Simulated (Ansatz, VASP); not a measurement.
One calculation of Ti, two programs

```
Ti
1.0
     5.11750    0.00000    0.00000
     0.00000    5.11750    0.00000
     0.00000    0.00000    5.11750
Ti
8
Direct
  0.00000 0.00000 0.00000
  0.50000 0.50000 0.50000
  0.25000 0.00000 0.50000
  0.75000 0.00000 0.50000
  0.50000 0.25000 0.00000
  0.50000 0.75000 0.00000
  0.00000 0.50000 0.25000
  0.00000 0.50000 0.75000
```

Alike in both runs: functional PBEsol; k mesh 5 × 5 × 5; occupations fermi-dirac, width 0.1 eV; no spin polarisation.

Ansatz relaxed the structure, and its values are those at the end. VASP's run is a single point on that final structure, the one shown.

```csv
,VASP,Ansatz
version,VASP 6.6.1,Ansatz 0.2.0
potentials or method,"VASP PAW PBE potentials, release 64 (Ti_sv)","plane waves (420 eV) with PAW, scalar-relativistic"
plane-wave cutoff (eV),520,420
valence electrons in the cell,96,96
```

|  | VASP | Ansatz | Ansatz less VASP |
| --- | --- | --- | --- |
| pressure (GPa) | -0.2 | 0.0 | +0.26 |

Ansatz warned: «pseudo_functional_mismatch».

Caveats: the PAW data sets were made with another functional, which shifts forces and pressure a little (VASP).
